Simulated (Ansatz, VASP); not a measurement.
**Ti2O: VASP beside Ansatz**

```xyz
3
Lattice="2.9550 0.0000 0.0000 -1.4775 2.5591 0.0000 0.0000 0.0000 4.8004" Properties=species:S:1:pos:R:3 pbc="T T T"
Ti    1.4775    0.8530    1.2848
Ti    0.0000    1.7061    3.5155
O     0.0000    0.0000    0.0000
```

Alike in both runs: functional r2SCAN; k mesh 6 × 6 × 4; occupations gaussian, width 0.1 eV; no spin polarisation.

Ansatz relaxed the structure, and its values are those at the end. VASP's run is a single point on that final structure, the one shown.

|  | VASP | Ansatz |
| --- | --- | --- |
| version | VASP 6.6.1 | Ansatz 0.2.0 |
| potentials or method | VASP PAW PBE potentials, release 64 (Ti_sv, O) | scalar-relativistic, plane waves, PAW |
| plane-wave cutoff (eV) | 520 | 500 |
| valence electrons in the cell | 30 | 30 |

VASP gave:

| Quantity | Value |
| --- | --- |
| gap on the k mesh at the Fermi level (eV) | none |
| pressure (GPa) | 1.2 |
| rms of the force components (eV/Å) | 0.045 |

Question: Which values does Ansatz return?

Answer: gap on the k mesh at the Fermi level (eV): none; pressure (GPa): 0.2; rms of the force components (eV/Å): 0.015.

A gap of «none» marks a metal or a gap that the smearing closes. With one functional, cell and mesh, what is left measures potentials, basis and numerics.

Caveats: the k mesh is coarse (spacing up to 0.41 Å⁻¹), so the values aren't converged; the PAW data sets were made with another functional, which shifts forces and pressure a little (VASP); semilocal functionals often make such compounds metallic where correlation or magnetic order opens a gap, which also shifts bond lengths.
